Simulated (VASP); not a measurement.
LiH: band structure with PBE

The system is LiH.

```
CELL_PARAMETERS angstrom
2.50699 0.00000 0.00000
0.00000 2.50699 0.00000
0.00000 0.00000 2.50699
ATOMIC_POSITIONS crystal
Li 0.50000 0.50000 0.50000
H 0.00000 0.00000 0.00000
```

The cell was built by a generator and needn't be a form met in nature.

* Program: VASP 6.6.1
* Task: band structure
* Functional: PBE
* Potentials or basis: VASP PAW PBE potentials, release 54 (Li_sv, H)
* Cutoff: 900 eV
* k mesh: 11 × 11 × 11
* Occupations: fermi-dirac, width 0.05 eV
* Spin: no spin polarisation
* Further INCAR settings: ALGO = Normal; EDIFF = 1e-06; NBANDS = 9

- Pressure: -0.1 GPa
- Band gap along the path: 0.71 eV, indirect (least direct gap 4.21 eV)

Levels at the corners of the path, in eV from the valence-band top:
| point | band 1 | band 2 | band 3 | band 4 | band 5 | band 6 |
| --- | --- | --- | --- | --- | --- | --- |
| Γ | -48.10 | -8.80 | 11.93 | 11.93 | 11.93 | 12.47 |
| X | -48.04 | -6.55 | 0.71 | 11.38 | 16.20 | 16.20 |
| X | -48.04 | -6.55 | 0.71 | 11.38 | 16.20 | 16.20 |
| M | -48.00 | -2.66 | 1.55 | 1.55 | 9.05 | 19.40 |
| M | -48.00 | -2.66 | 1.55 | 1.55 | 9.05 | 19.40 |
| Γ | -48.10 | -8.80 | 11.93 | 11.93 | 11.93 | 12.47 |
| Γ | -48.10 | -8.80 | 11.93 | 11.93 | 11.93 | 12.47 |
| R | -47.95 | 0.00 | 6.41 | 6.41 | 6.41 | 8.76 |
| R | -47.95 | 0.00 | 6.41 | 6.41 | 6.41 | 8.76 |
| X | -48.04 | -6.55 | 0.71 | 11.38 | 16.20 | 16.20 |
| M | -48.00 | -2.66 | 1.55 | 1.55 | 9.05 | 19.40 |
| R | -47.95 | 0.00 | 6.41 | 6.41 | 6.41 | 8.76 |

It took 31 s on 1 thread of AMD EPYC 7R13 Processor (Zen 3), with other jobs on the host, peak memory 0.14 GiB.
